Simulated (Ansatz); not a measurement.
**ZrS2: single point with PBE**

ZrS2:

```
Zr S
1.0
     3.69138    0.00000    0.00000
    -1.84569    3.19683    0.00000
     0.00000    0.00000    6.04108
Zr S
1 2
Direct
  0.00000 0.00000 0.00000
  0.33333 0.66667 0.23791
  0.66667 0.33333 0.76209
```

The cell is a database's computed one.

| Property | Result |
| --- | --- |
| Program | Ansatz 0.2.0 |
| Task | single point |
| Functional | PBE |
| Potentials or basis | Ansatz PAW |
| Cutoff | 420 eV (not typed: the program's choice for these potentials) |
| k mesh | 8 × 8 × 5 |
| Occupations | gaussian, width 0.015 eV |
| Spin | no spin polarisation |

The pressure is 0.5 GPa. The largest force is 0.044 eV/Å. The band gap on the k mesh is 1.05 eV, indirect (least direct gap 1.64 eV).

Forces in eV/Å, atoms in the order of the input:
```
Zr   0.000  0.000  0.000
S    0.000  0.000  0.044
S    0.000  0.000 -0.044
```

Stress tensor (GPa, compression positive):
```
0.13 0.00 0.00
0.00 0.13 0.00
0.00 0.00 1.19
```

Levels at points of the mesh, in eV from the valence-band top:
| k point | band 8 | band 9 | band 10 | band 11 | band 12 | band 13 | band 14 | band 15 | band 16 |
| --- | --- | --- | --- | --- | --- | --- | --- | --- | --- |
| (0.00, 0.00, 0.00) | -2.77 | -2.77 | -0.09 | -0.09 | -0.05 | 1.59 | 1.59 | 2.43 | 5.00 |
| (0.00, -0.50, 0.00) | -2.56 | -2.44 | -2.34 | -1.65 | -1.17 | 1.20 | 3.24 | 3.50 | 5.67 |

Run time: 2.1 s on 2 threads of Intel(R) Xeon(R) Processor @ 2.50GHz (Skylake/Cascade Lake), on a shared host, peak memory 0.38 GiB.

The gap isn't set beside the measured one, since this odd mesh misses points on the zone boundary.

Caveat: odd divisions of the mesh miss points on the zone boundary, where band edges often lie, so the gap on the mesh can be too wide; this functional lacks dispersion, which binds the layers, so the pressure and a relaxed spacing across them are unreliable.
